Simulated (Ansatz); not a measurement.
**Sn under changes of volume**

One of the cells (27.205 Å³/atom); the others are scaled copies at fixed shape and fractional positions:

```
CELL_PARAMETERS angstrom
-1.89465 1.89465 1.89465
1.89465 -1.89465 1.89465
1.89465 1.89465 -1.89465
ATOMIC_POSITIONS crystal
Sn 0.00000 0.00000 0.00000
```

This isn't the form of Sn at room conditions, which is tetragonal (white tin).

| Item | Value |
| --- | --- |
| Program | Ansatz 0.2.0 |
| Functional | PBEsol |
| Potentials or basis | all-electron LAPW, scalar-relativistic |
| Cutoff | 185 eV (chosen from the basis error) |
| Basis error allowed | 0.0005 eV/atom |
| k mesh | 10 × 10 × 10 |
| Occupations | fermi-dirac, width 0.05 eV |
| Spin | no spin polarisation |

```tsv
volume (Å³/atom)	energy over the lowest point (meV/atom)	pressure (GPa)
25.573	0.73	0.9
26.117	0.00	-0.3
26.661	2.89	-1.3
27.205	?	?
27.749	17.83	-3.0
28.293	29.21	-3.7
28.837	42.85	-4.3
```

Task: What does the run at 27.205 Å³/atom give?

Result: Energy over the lowest point 8.96 meV/atom; pressure -2.2 GPa.

Worked out: A Birch-Murnaghan fit of order 3 (a polynomial in V^(-2/3)) to the other rows has its minimum at 25.95 Å³/atom with B0 = V·E''(V) = 52 GPa and B' = 4.7. It gives 8.94 meV/atom at 27.205 Å³/atom, against the run's 8.96, and -dE/dV = -2.2 GPa, against -2.2.

Energies are extrapolated to zero smearing.
